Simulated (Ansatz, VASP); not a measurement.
Two plane-wave programs on C

```
C
1.0
     0.00000    1.89368    1.71946
     1.89368    0.00000    1.71946
     1.89368    1.89368    0.00000
C
2
Direct
  0.50000 0.50000 0.50000
  0.75000 0.75000 0.75000
```

Alike in both runs: task single point; functional LDA; k mesh 12 × 12 × 12; occupations gaussian, width 0.05 eV; no spin polarisation.

|  | VASP | Ansatz |
| --- | --- | --- |
| version | VASP 6.6.1 | Ansatz 0.2.0 |
| potentials or method | VASP PAW LDA potentials, release 64 (C) | scalar-relativistic, plane waves, PAW |
| plane-wave cutoff (eV) | 520 | 520 |
| valence electrons in the cell | 8 | 8 |

```csv
,VASP,Ansatz,Ansatz less VASP
gap on the k mesh at the Fermi level (eV),1.72,1.73,+0.007
least direct gap on the mesh (eV),3.82,3.82,-0.001
```

Ansatz warned: «pseudo_functional_mismatch».
